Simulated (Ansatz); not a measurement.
# Pt: symmetry broken, then relaxed

Method: DFT PBE, scalar-relativistic, plane waves, PAW (Ansatz). Cutoff 420 eV, Γ-centred 14×14×8 k-points, Gaussian smearing of 0.15 eV. Spin–orbit coupling is left out, which can shift energies with elements as heavy as these. No spin polarisation. Energies are free energies at this smearing, counted from the undisturbed cell; pressure is positive in compression.

The starting cell (relaxed at this level; this bcc form isn't the usual structure):

```
CELL_PARAMETERS angstrom
-1.58145 1.58145 1.58145
1.58145 -1.58145 1.58145
3.16289 3.16289 0.00000
ATOMIC_POSITIONS crystal
Pt 0.00000 0.00000 0.00000
Pt 0.50000 0.50000 0.50000
```

The atoms are displaced (Å, in the unstrained cell):

| atom | ux | uy | uz |
| --- | --- | --- | --- |
| Pt1 | -0.015 | -0.014 | -0.072 |
| Pt2 | 0.015 | 0.014 | 0.072 |

Cell and atoms are then relaxed.

Task: Does the relaxation return to the undisturbed structure?

Result: No. It ends 94.8 meV/atom below it. The disturbance itself cost 27.0 meV/atom. The final space group reads I4/mmm (tolerance 0.05 Å) and the volume changes by -0.03 %.

Final structure:

```yaml
crystal:
  lattice:
    - [-1.70116, 1.70130, 1.36859]
    - [1.70116, -1.70130, 1.36859]
    - [3.39640, 3.39668, 0.00000]
  atoms:
    - { symbol: Pt, position: [0.00000, 0.00000, 0.00000] }
    - { symbol: Pt, position: [0.50000, 0.50000, 0.50000] }
```

The relaxation, step by step (energy from the first step; small jumps at an unchanged geometry come where the plane waves are selected anew for the new cell):

| step | ΔE (meV/atom) | largest force component (eV/Å) | pressure (GPa) |
| --- | --- | --- | --- |
| 1 | 0.0 | 0.624 | 1.46 |
| 2 | -16.8 | 0.335 | 1.59 |
| 3 | -52.8 | 0.145 | -5.63 |
| 4 | -102.1 | 0.223 | -5.37 |
| 5 | -105.7 | 0.099 | 1.90 |
| 6 | -121.4 | 0.003 | 0.86 |
| 7 | -121.5 | 0.001 | -0.02 |
| 8 | -121.9 | 0.001 | 0.07 |
| 9 | -121.9 | 0.000 | 0.00 |
| 10 | -121.9 | 0.000 | 0.00 |

Frames along the relaxation (Å, eV/Å):

```xyz
2
Lattice="-1.581 1.581 1.581 1.581 -1.581 1.581 3.163 3.163 0.000" Properties=species:S:1:pos:R:3:forces:R:3 pbc="T T T" step=1
Pt   -0.015   -0.014   -0.072    0.334    0.336    0.624
Pt    1.597    1.596    1.654   -0.334   -0.336   -0.624
2
Lattice="-1.600 1.589 1.566 1.589 -1.600 1.566 3.155 3.155 -0.023" Properties=species:S:1:pos:R:3:forces:R:3 pbc="T T T" step=2
Pt    0.013    0.014    0.031   -0.335   -0.333   -0.296
Pt    1.559    1.558    1.525    0.335    0.333    0.296
2
Lattice="-1.646 1.651 1.488 1.650 -1.646 1.488 3.302 3.303 0.008" Properties=species:S:1:pos:R:3:forces:R:3 pbc="T T T" step=3
Pt   -0.010   -0.005   -0.014    0.145    0.144    0.076
Pt    1.663    1.658    1.506   -0.145   -0.144   -0.076
2
Lattice="-1.683 1.693 1.411 1.692 -1.684 1.411 3.391 3.392 0.018" Properties=species:S:1:pos:R:3:forces:R:3 pbc="T T T" step=4
Pt   -0.015   -0.007   -0.015    0.223    0.212    0.066
Pt    1.715    1.708    1.435   -0.223   -0.212   -0.066
2
Lattice="-1.709 1.721 1.334 1.720 -1.710 1.334 3.447 3.449 0.022" Properties=species:S:1:pos:R:3:forces:R:3 pbc="T T T" step=5
Pt   -0.008   -0.001   -0.015    0.099    0.086    0.068
Pt    1.737    1.731    1.361   -0.099   -0.086   -0.068
2
Lattice="-1.698 1.700 1.368 1.700 -1.699 1.368 3.387 3.388 0.003" Properties=species:S:1:pos:R:3:forces:R:3 pbc="T T T" step=6
Pt   -0.001    0.001    0.000    0.003   -0.002   -0.001
Pt    1.696    1.694    1.370   -0.003    0.002    0.001
2
Lattice="-1.701 1.701 1.369 1.701 -1.701 1.369 3.395 3.395 0.000" Properties=species:S:1:pos:R:3:forces:R:3 pbc="T T T" step=7
Pt    0.000    0.000    0.000    0.000   -0.001    0.000
Pt    1.698    1.697    1.369    0.000    0.001    0.000
2
Lattice="-1.701 1.701 1.369 1.701 -1.701 1.369 3.395 3.395 0.000" Properties=species:S:1:pos:R:3:forces:R:3 pbc="T T T" step=8
Pt    0.000    0.000    0.000    0.000   -0.001    0.000
Pt    1.698    1.697    1.369    0.000    0.001    0.000
2
Lattice="-1.701 1.701 1.369 1.701 -1.701 1.369 3.396 3.397 0.000" Properties=species:S:1:pos:R:3:forces:R:3 pbc="T T T" step=9
Pt    0.000    0.000    0.000    0.000    0.000    0.000
Pt    1.698    1.698    1.369    0.000    0.000    0.000
2
Lattice="-1.701 1.701 1.369 1.701 -1.701 1.369 3.396 3.397 0.000" Properties=species:S:1:pos:R:3:forces:R:3 pbc="T T T" step=10
Pt    0.000    0.000    0.000    0.000    0.000    0.000
Pt    1.698    1.698    1.369    0.000    0.000    0.000
```

Cost: 3 runs of about 6.6 core-minutes in all, on AMD EPYC 7R43 (Zen 3) (shared hosts).